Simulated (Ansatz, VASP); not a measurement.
One calculation of KTaO3, two programs

```
Ta K O
1.0
     3.98830    0.00000    0.00000
     0.00000    3.98830    0.00000
     0.00000    0.00000    3.98830
Ta K O
1 1 3
Cartesian
  0.0000 0.0000 0.0000
  1.9942 1.9942 1.9942
  0.0000 0.0000 1.9942
  0.0000 1.9942 0.0000
  1.9942 0.0000 0.0000
```

Alike in both runs: functional PBEsol; k mesh 7 × 7 × 7; occupations fermi-dirac, width 0.05 eV; no spin polarisation; Hubbard terms Ta d U = 5.0 eV.

|  | VASP | Ansatz |
| --- | --- | --- |
| version | VASP 6.6.1 | Ansatz 0.2.0 |
| potentials or method | VASP PAW PBE potentials, release 64 (Ta_pv, K_sv, O) | Ansatz PAW |
| plane-wave cutoff (eV) | 520 | 420 |
| valence electrons in the cell | 38 | 40 |
| task | single point | projected density of states |

Ansatz gave:

- gap on the k mesh at the Fermi level (eV): 2.84
- least direct gap on the mesh (eV): 3.46
- pressure (GPa): 1.0

Problem. Which values does VASP return?

Solution. gap on the k mesh at the Fermi level (eV): 2.83; least direct gap on the mesh (eV): 3.46; pressure (GPa): 5.4.

The programs project onto different local orbitals, so the same U acts differently. The two sets of potentials don't hold the same shells in valence.

Caveats: spin-orbit coupling is left out, which moves the levels of the heavy elements; the PAW data sets were made with another functional, which shifts forces and pressure a little (VASP); an odd mesh through Γ misses points on the zone boundary, where band edges often lie (VASP); odd divisions of the mesh miss points on the zone boundary, where band edges often lie, so the gap on the mesh can be too wide (Ansatz); the pressure holds a Pulay correction of +0.6 GPa for the finite cutoff (Ansatz); the PAW data sets come from PBE, with cores solved anew for the run's functional, which leaves a small shift of forces and pressure (Ansatz); the density of states is complete only up to the lowest level of the last band computed (Ansatz).
